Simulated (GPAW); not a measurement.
Set up this calculation in GPAW 26.7.0, as an ASE script.

| Property | Result |
| --- | --- |
| Task | relaxation of cell and atoms |
| Functional | RPBE |
| Potentials or basis | the program's PAW data sets (release 1.2.1) made for this functional |
| Cutoff | 800 eV |
| Basis | pw |
| k mesh | 9 × 9 × 9 |
| Occupations | fermi-dirac, width 0.05 eV |
| Spin | no spin polarisation |
| Maxiter | 150 |
| Optimizer | BFGS |
| Fmax | 0.02 eV/Å |
| Max steps | 60 |
| Convergence | density=1e-05 forces=0.0001 |

The structure of BeS lies in POSCAR:

```
BeS
1.0
    0.0000000000      2.4250000000      2.4250000000
    2.4250000000      0.0000000000      2.4250000000
    2.4250000000      2.4250000000      0.0000000000
S Be
1 1
Direct
    0.7500000000      0.7500000000      0.7500000000
    0.0000000000      0.0000000000      0.0000000000
```

One way to write it, as run:

run.py

```python
from ase.filters import FrechetCellFilter
from ase.io import read, write
from ase.optimize import BFGS
from gpaw import GPAW, PW

atoms = read('POSCAR')

calc = GPAW(mode=PW(800),
            xc='RPBE',
            kpts={'size': (9, 9, 9), 'gamma': True},
            occupations={'name': 'fermi-dirac', 'width': 0.05},
            nbands=11,
            convergence={'density': 1e-05, 'forces': 0.0001},
            maxiter=150,
            txt='gpaw.txt')
atoms.calc = calc
opt = BFGS(FrechetCellFilter(atoms), trajectory='relax.traj', logfile='-')
done = opt.run(fmax=0.02, steps=60)
calc.write('gs.gpw')
write('result.traj', atoms)
print('Converged:', done)
print('Cell:', atoms.cell.cellpar().round(4))
print('Volume:', round(atoms.get_volume(), 4))
print(atoms.get_scaled_positions().round(5))
```

Potentials or basis: the program's PAW data sets (release 1.2.1) made for this functional, pw.

Launch:

```sh
$ OMP_NUM_THREADS=1 python run.py
```

Results of the run:

- Relaxed volume: 14.95 Å³/atom
- Relaxed cell: a = 3.484 Å, b = 3.484 Å, c = 3.484 Å, α = 60.00°, β = 60.00°, γ = 60.00°
- Space group after relaxing (to 0.05 Å): F-43m (No. 216)
- Energy gained by relaxing: 10.2 meV/atom
- Ionic steps: 3
- Pressure after relaxing: 0.1 GPa
- Band gap on the k mesh: 3.41 eV, indirect (least direct gap 5.63 eV)

Caveat: later steps reuse the first step's grids; an odd mesh through Γ misses points on the zone boundary, where band edges often lie.

Run time: 37 s on 1 thread of Arm Neoverse V1, on a shared host, peak memory 0.17 GiB.
